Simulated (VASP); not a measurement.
# Vibrations of SiC (Moissanite) at several levels of theory

How much do the zone-centre frequencies of SiC (Moissanite) depend on the functional? The starting structure is a measured crystal structure from the Crystallography Open Database.

Calculated with VASP 6.6.1; Kohn-Sham DFT with plane waves and PAW; LDA, PBEsol, PBE, PBEsol + D3(BJ), r2SCAN and r2SCAN + rVV10.

## Step 1: Set-up

It takes space group P6_3mc (No. 186, hexagonal). Conventional cell: a = 3.076 Å, b = 3.076 Å, c = 5.048 Å, α = 90.00°, β = 90.00°, γ = 120.00°. Nearest to Si lie 4 C at 1.87 to 1.94 Å. Nearest to C lie 4 Si at 1.87 to 1.94 Å. Farther neighbours are not listed.

## Step 2: Modes with LDA

LDA, the lowest rung, knows the local density alone. The cell comes from a relaxation at this level, not shown (40.65 Å³).

Input file INCAR:

```
SYSTEM = SiC
PREC = Accurate
ENCUT = 520
EDIFF = 1E-08
NELM = 100
ISMEAR = 0
SIGMA = 0.03
LREAL = .FALSE.
ALGO = Normal
GGA = CA
NBANDS = 14
LORBIT = 11
LWAVE = .FALSE.
LCHARG = .FALSE.
KPAR = 8
IBRION = 8
LEPSILON = .TRUE.
LPEAD = .TRUE.
ISIF = 2
```

Input file POSCAR:

```
SiC
1.0
    3.0580883953      0.0000000000      0.0000000000
   -1.5290441976      2.6483822373      0.0000000000
    0.0000000000      0.0000000000      5.0190806236
Si C
2 2
Direct
    0.6666666667      0.3333333333      0.5046005286
    0.3333333333      0.6666666667      0.0046005286
    0.6666666667      0.3333333333      0.8803994714
    0.3333333333      0.6666666667      0.3803994714
```

Input file KPOINTS:

```
Automatic mesh
0
Gamma
12 12 6
0 0 0
```

PAW data sets: Si and C (LDA family, release 64).

Launch:

```bash
$ mpirun -np 8 vasp_std
```

Output:

```text
[banner, memory and clock lines left out]
running    8 mpi-ranks, on    1 nodes
 distrk:  each k-point on    1 cores,    8 groups
 distr:  one band on    1 cores,    1 groups

 POSCAR found type information on POSCAR SiC
 POSCAR found :  2 types and       4 ions
|                                                                             |
|           W    W    AA    RRRRR   N    N  II  N    N   GGGG   !!!           |
|           W    W   A  A   R    R  NN   N  II  NN   N  G    G  !!!           |
|           W    W  A    A  R    R  N N  N  II  N N  N  G       !!!           |
|           W WW W  AAAAAA  RRRRR   N  N N  II  N  N N  G  GGG   !            |
|           WW  WW  A    A  R   R   N   NN  II  N   NN  G    G                |
|           W    W  A    A  R    R  N    N  II  N    N   GGGG   !!!           |
|                                                                             |
|     For optimal performance we recommend to set                             |
|       NCORE = 2 up to number-of-cores-per-socket                            |
|     NCORE specifies how many cores store one orbital (NPAR=cpu/NCORE).      |
|     This setting can greatly improve the performance of VASP for DFT.       |
|     The default, NCORE=1 might be grossly inefficient on modern             |
|     multi-core architectures or massively parallel machines. Do your        |
|     Unfortunately you need to use the default for GW and RPA                |
|     calculations (for HF NCORE is supported but not extensively tested      |
|     yet).                                                                   |
|                                                                             |

 LDA part: xc-table for (Slater(with rela. corr.)+CA(PZ))
 , standard interpolation
 POSCAR, INCAR and KPOINTS ok, starting setup
 FFT: planning ... GRIDC
 FFT: planning ... GRID_SOFT
 FFT: planning ... GRID
 WAVECAR not read
 entering main loop
       N       E                     dE             d eps       ncg     rms          rms(c)
DAV:   1     0.254339387584E+02    0.25434E+02   -0.74121E+03  2128   0.103E+03
DAV:   2    -0.347174767178E+02   -0.60151E+02   -0.54984E+02  2924   0.170E+02
DAV:   3    -0.374444218437E+02   -0.27269E+01   -0.27131E+01  2932   0.346E+01
DAV:   4    -0.374712589462E+02   -0.26837E-01   -0.26830E-01  2440   0.419E+00
DAV:   5    -0.374716077096E+02   -0.34876E-03   -0.34873E-03  2920   0.448E-01    0.131E+01
DAV:   6    -0.334429179518E+02    0.40287E+01   -0.94645E+00  2758   0.188E+01    0.608E+00
DAV:   7    -0.333202588766E+02    0.12266E+00   -0.11873E+00  2938   0.674E+00    0.247E+00
DAV:   8    -0.332814769544E+02    0.38782E-01   -0.66993E-02  2542   0.166E+00    0.725E-01
DAV:   9    -0.332759914956E+02    0.54855E-02   -0.91469E-03  2560   0.669E-01    0.119E-01
DAV:  10    -0.332760424402E+02   -0.50945E-04   -0.51785E-04  2698   0.160E-01    0.627E-02
DAV:  11    -0.332760460018E+02   -0.35616E-05   -0.15865E-05  2716   0.334E-02    0.188E-02
DAV:  12    -0.332760448486E+02    0.11532E-05   -0.29561E-06  2686   0.108E-02    0.655E-03
DAV:  13    -0.332760445112E+02    0.33743E-06   -0.12960E-06  2812   0.672E-03    0.140E-03
DAV:  14    -0.332760445290E+02   -0.17774E-07   -0.56642E-08  2554   0.188E-03    0.571E-04
DAV:  15    -0.332760445327E+02   -0.37362E-08   -0.56097E-10  1556   0.208E-04
   1 F= -.33276045E+02 E0= -.33276045E+02  d E =-.878041E-23
 Linear response reoptimize wavefunctions to high precision
DAV:   1    -0.332760445332E+02   -0.46566E-09   -0.34409E-10  1898   0.124E-04
DAV:   2    -0.332760445331E+02    0.31832E-10   -0.43711E-11  1346   0.547E-05
 Linear response to external field (no local field effect), progress :
  Direction:   1
       N       E                     dE             d eps       ncg     rms          rms(c)
RMM:   1    -0.541687365342E+00   -0.54169E+00   -0.20685E+00  1823   0.349E+00
RMM:   2    -0.557233286777E+00   -0.15546E-01   -0.64818E-03  1824   0.545E-01
RMM:   3    -0.557337688566E+00   -0.10440E-03   -0.12345E-04  1824   0.558E-02
RMM:   4    -0.557340396676E+00   -0.27081E-05   -0.32347E-06  1824   0.921E-03
RMM:   5    -0.557340475310E+00   -0.78634E-07   -0.12685E-07  1800   0.150E-03
RMM:   6    -0.557340479119E+00   -0.38093E-08   -0.23332E-08  1111   0.294E-04
 change of polarisation eV/A/(eV/A) component  1 :     1.115    -0.505    -0.184
 dielectric tensor                  component  1 :     5.962    -2.250    -0.820
 Linear response to external field (no local field effect), progress :
  Direction:   2
       N       E                     dE             d eps       ncg     rms          rms(c)
RMM:   1    -0.821706234923E+00   -0.82171E+00   -0.33270E+00  1822   0.387E+00
RMM:   2    -0.841907932214E+00   -0.20202E-01   -0.78267E-03  1824   0.580E-01
RMM:   3    -0.842019548755E+00   -0.11162E-03   -0.14456E-04  1824   0.577E-02
RMM:   4    -0.842022650967E+00   -0.31022E-05   -0.37707E-06  1824   0.932E-03
RMM:   5    -0.842022743148E+00   -0.92181E-07   -0.15074E-07  1800   0.155E-03
RMM:   6    -0.842022747198E+00   -0.40490E-08   -0.73774E-09  1010   0.304E-04
 change of polarisation eV/A/(eV/A) component  2 :    -0.505     1.684    -0.104
 dielectric tensor                  component  2 :    -2.250     8.497    -0.465
 Linear response to external field (no local field effect), progress :
  Direction:   3
[...]
RMM:   4    -0.737033248740E+00   -0.18001E-01   -0.16520E-02  3946   0.713E-01    0.102E-01
RMM:   5    -0.740219551307E+00   -0.31863E-02   -0.39398E-04  3519   0.138E-01    0.163E-02
RMM:   6    -0.740571328928E+00   -0.35178E-03   -0.69132E-06  3876   0.170E-02    0.634E-03
RMM:   7    -0.740628002577E+00   -0.56674E-04   -0.22159E-07  3917   0.314E-03    0.195E-03
RMM:   8    -0.740674576117E+00   -0.46574E-04   -0.57357E-08  4164   0.152E-03    0.162E-04
RMM:   9    -0.740675541529E+00   -0.96541E-06   -0.75316E-09  4004   0.200E-04    0.608E-05
RMM:  10    -0.740675528455E+00    0.13074E-07   -0.41220E-08  3058   0.646E-05    0.763E-06
 change of polarisation eV/A/(eV/A) component  3 :    -0.182    -0.104     1.405
 dielectric tensor                  component  3 :    -0.812    -0.462     7.254
 Linear response DOF=           4
 Linear response progress:
  Degree of freedom:   1/  4
       N       E                     dE             d eps       ncg     rms          rms(c)
RMM:   1    -0.178238788304E-01   -0.17824E-01   -0.37366E-04 29777   0.965E-01
RMM:   2    -0.151461271556E-01    0.26778E-02   -0.11887E-03 20115   0.241E-01    0.135E-01
RMM:   3    -0.150373502623E-01    0.10878E-03   -0.12460E-04 21022   0.622E-02    0.767E-02
RMM:   4    -0.151021920532E-01   -0.64842E-04   -0.11044E-04 20259   0.569E-02    0.930E-03
RMM:   5    -0.150807314829E-01    0.21461E-04   -0.84508E-08 21656   0.110E-02    0.166E-03
RMM:   6    -0.150812970425E-01   -0.56556E-06   -0.63003E-07 22549   0.133E-03    0.842E-04
RMM:   7    -0.150801680189E-01    0.11290E-05   -0.86433E-07 22738   0.371E-04    0.553E-05
RMM:   8    -0.150801574751E-01    0.10544E-07   -0.31754E-07 22886   0.717E-05    0.229E-05
RMM:   9    -0.150801742619E-01   -0.16787E-07   -0.72981E-08 23102   0.260E-05    0.317E-06
RMM:  10    -0.150801681075E-01    0.61544E-08   -0.29221E-08 23139   0.837E-06    0.121E-06
 first order change of Fermi-energy   0.24171E-06
 force on displaced ion       1 direction 1 : -20.427  -0.001  -0.000
 Born effective charge ion    1 direction 1 :   2.675  -0.000  -0.000
 Linear response progress:
  Degree of freedom:   2/  4
       N       E                     dE             d eps       ncg     rms          rms(c)
RMM:   1    -0.339636810590E-01   -0.33964E-01    0.64032E-02  7323   0.147E+00
RMM:   2    -0.282784983187E-01    0.56852E-02   -0.26058E-03  4612   0.398E-01    0.160E-01
RMM:   3    -0.278221013979E-01    0.45640E-03   -0.72556E-04  4789   0.132E-01    0.836E-02
RMM:   4    -0.276662258724E-01    0.15588E-03   -0.17425E-04  4963   0.687E-02    0.318E-02
RMM:   5    -0.276520177859E-01    0.14208E-04   -0.25731E-05  5055   0.264E-02    0.567E-03
RMM:   6    -0.276584861394E-01   -0.64684E-05    0.12469E-05  4914   0.719E-03    0.172E-03
RMM:   7    -0.276583311030E-01    0.15504E-06    0.45471E-06  5129   0.192E-03    0.505E-04
RMM:   8    -0.276592977902E-01   -0.96669E-06    0.37948E-07  5182   0.651E-04    0.200E-04
RMM:   9    -0.276595783697E-01   -0.28058E-06   -0.68220E-07  5166   0.264E-04    0.356E-05
RMM:  10    -0.276595307718E-01    0.47598E-07   -0.52337E-08  5256   0.709E-05    0.148E-05
RMM:  11    -0.276594854894E-01    0.45282E-07   -0.71381E-08  5309   0.205E-05    0.406E-06
RMM:  12    -0.276594772933E-01    0.81961E-08   -0.21790E-08  5150   0.774E-06    0.107E-06
 first order change of Fermi-energy  -0.34716E+00
 force on displaced ion       1 direction 3 :  -0.000   0.000 -27.629
 Born effective charge ion    1 direction 3 :   0.000   0.000   2.874
 Linear response progress:
  Degree of freedom:   3/  4
       N       E                     dE             d eps       ncg     rms          rms(c)
RMM:   1    -0.127751926632E+00   -0.12775E+00    0.59034E-02 26382   0.208E+00
RMM:   2    -0.124361703030E+00    0.33902E-02   -0.38685E-03 19769   0.436E-01    0.213E-01
RMM:   3    -0.124303834785E+00    0.57868E-04   -0.11550E-03 19251   0.200E-01    0.106E-01
RMM:   4    -0.125371209138E+00   -0.10674E-02   -0.10082E-03 19725   0.171E-01    0.192E-02
RMM:   5    -0.125290194702E+00    0.81014E-04   -0.14419E-05 21463   0.282E-02    0.316E-03
RMM:   6    -0.125328270244E+00   -0.38076E-04   -0.10918E-06 22526   0.555E-03    0.927E-04
RMM:   7    -0.125322720140E+00    0.55501E-05   -0.31760E-07 22838   0.110E-03    0.272E-04
RMM:   8    -0.125323916547E+00   -0.11964E-05    0.18002E-08 22734   0.280E-04    0.455E-05
RMM:   9    -0.125323801010E+00    0.11554E-06    0.34738E-09 23050   0.841E-05    0.841E-06
RMM:  10    -0.125323936049E+00   -0.13504E-06    0.37343E-08 23144   0.332E-05    0.485E-06
RMM:  11    -0.125323883389E+00    0.52659E-07    0.16973E-08 22632   0.168E-05    0.568E-07
RMM:  12    -0.125323892947E+00   -0.95580E-08    0.68887E-09 20962   0.952E-06    0.357E-07
 first order change of Fermi-energy  -0.24176E-04
 force on displaced ion       3 direction 1 : -19.834   0.000  -0.000
 Born effective charge ion    3 direction 1 :  -2.675  -0.000  -0.000
 Linear response progress:
  Degree of freedom:   4/  4
       N       E                     dE             d eps       ncg     rms          rms(c)
RMM:   1    -0.139890479893E+00   -0.13989E+00    0.85921E-02  5984   0.216E+00
RMM:   2    -0.134806983183E+00    0.50835E-02   -0.15487E-03  4613   0.461E-01    0.227E-01
RMM:   3    -0.134401584173E+00    0.40540E-03   -0.24867E-03  4746   0.245E-01    0.112E-01
RMM:   4    -0.134993246746E+00   -0.59166E-03   -0.57668E-04  4741   0.122E-01    0.397E-02
RMM:   5    -0.135187200587E+00   -0.19395E-03   -0.71199E-05  4753   0.358E-02    0.880E-03
RMM:   6    -0.135206156579E+00   -0.18956E-04   -0.59460E-06  5096   0.698E-03    0.236E-03
RMM:   7    -0.135185389196E+00    0.20767E-04   -0.25307E-06  4823   0.307E-03    0.645E-04
RMM:   8    -0.135189088565E+00   -0.36994E-05   -0.54289E-07  5216   0.875E-04    0.187E-04
RMM:   9    -0.135189030852E+00    0.57714E-07    0.11551E-07  5286   0.238E-04    0.549E-05
RMM:  10    -0.135188896610E+00    0.13424E-06   -0.10779E-07  5098   0.911E-05    0.161E-05
RMM:  11    -0.135188943922E+00   -0.47312E-07   -0.15983E-07  5376   0.352E-05    0.399E-06
RMM:  12    -0.135188930193E+00    0.13729E-07    0.10811E-08  5221   0.129E-05    0.171E-06
RMM:  13    -0.135188929438E+00    0.75537E-09   -0.19744E-09  4844   0.751E-06    0.910E-07
 first order change of Fermi-energy   0.34718E+00
 force on displaced ion       3 direction 3 :   0.000  -0.000 -24.765
 Born effective charge ion    3 direction 3 :   0.000   0.000  -2.874
 Born effective charges drift removed
 Linear response finished
```

Elapsed: 10 min, on 8 MPI ranks of AMD EPYC 7R43, shared host; peak memory 5.2 GiB; 82 min of CPU time.

The logs omit lines about the potential files and the build; timing stands in the text.

[end of part 1 of 4]

[Lines on the potential files, build, host, timing and source positions are cut from VASP's logs without a mark.]

[Logs are printed without paths, hosts, clocks, repeated set-up lines and the standing remarks that a program may print on its own settings, such as how far it seeks lower states.]

[Hosts, paths, dates, database ids (printed as entryN), source tags and the programs' standing remarks are cut or masked in the printed files.]
